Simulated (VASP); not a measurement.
## Results of a VASP single-point calculation on RbBr (strained zincblende)

POSCAR

```
Rb Br
 1.0000000000000000
     0.0000000000000000    3.8694968645999999    3.8114544117000002
     3.8694968645999999    0.0000000000000000    3.8114544117000002
     3.8694968645999999    3.8694968645999999    0.0000000000000000
 Rb  Br
   1   1
Cartesian
  0.0000000000000000  0.0000000000000000  0.0000000000000000
  1.9347484322999999  1.9347484322999999  1.9057272058500001
```

```
gap between bands v and c : 4.66 eV
least direct gap          : 4.75 eV
```

Band v is the last that the valence electrons fill when counted band by band, and c is the next. Levels in eV from the top of v:

| point | v−1 | v | c | c+1 |
| --- | --- | --- | --- | --- |
| Γ | -0.10 | -0.09 | 4.66 | 8.85 |
| X | -0.01 | -0.01 | 6.41 | 7.31 |
| K | -0.09 | -0.01 | 6.54 | 7.34 |
| L | -0.05 | -0.04 | 6.97 | 6.99 |
| W | -0.15 | -0.01 | 6.54 | 7.30 |

**Question.** Which of these levels of theory gave these results?
A. PBE
B. r²SCAN
C. PBE0
D. PBEsol
E. HSE06
F. LDA
G. PBE with spin–orbit coupling

**Answer.** B.

The INCAR was:

```
LASPH = .TRUE.
ALGO = Normal
SIGMA = 0.01
NBANDS = 15
METAGGA = R2SCAN
ISIF = 2
LWAVE = .FALSE.
IBRION = -1
LREAL = .FALSE.
ENCUT = 520
NELM = 120
ISMEAR = 0
EDIFF = 1E-7
PREC = Accurate
LCHARG = .FALSE.
NSW = 0
```
